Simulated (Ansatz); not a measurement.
Runs of Ansatz 0.2.0 on InAs. It takes space group Fm-3m (No. 225, cubic). The conventional cell has a = 5.755 Å, b = 5.755 Å, c = 5.755 Å, α = 90.00°, β = 90.00°, γ = 90.00°. In (site symmetry m-3m) has 6 As at 2.88 Å as nearest neighbours. As (site symmetry m-3m) is surrounded by 6 In at 2.88 Å. Measurements of this composition are mostly on another form, of space group No. 216.

```tsv
task	level	spin	cell	k mesh	cutoff (eV)	points for each segment of the path	gap on the mesh (eV)	pressure (GPa)	relaxed volume (Å³/atom)
band structure	r2SCAN	SOC, no magnetisation	as given	6 × 6 × 6	500	14	none	-2.2	-
relaxation of cell and atoms	RPBE+D3(BJ)	off	relaxed	8 × 8 × 8	420	-	none	0.0	19.12
relaxation of cell and atoms	PBEsol+D4	off	relaxed	8 × 8 × 8	420	-	none	0.0	(a)
relaxation of cell and atoms	PBEsol+D3(BJ)	off	relaxed	8 × 8 × 8	420	-	none	0.0	21.74
```

Alike in all rows: potentials or basis Ansatz PAW; smearing fermi-dirac 0.05 eV.

Q: Estimate the missing entries.

A: (a) 22.10.

Caveats: the PAW data sets come from PBE, with cores solved anew for the run's functional, which leaves a small shift of forces and pressure; the plane-wave basis is chosen anew once the cell has moved, so the energies of steps on either side of that aren't comparable (some runs); pairwise dispersion overbinds metals, which lowers pressure and volume (some runs); the volume moved by over 15 % at a fixed basis, so the end points are rough (some runs).

A k mesh can miss the band edges, and rows without SOC leave out spin-orbit coupling on As, In.

A gap of «none» marks a metal or a gap under the smearing width.

Runs at the PBE level aren't shown here.
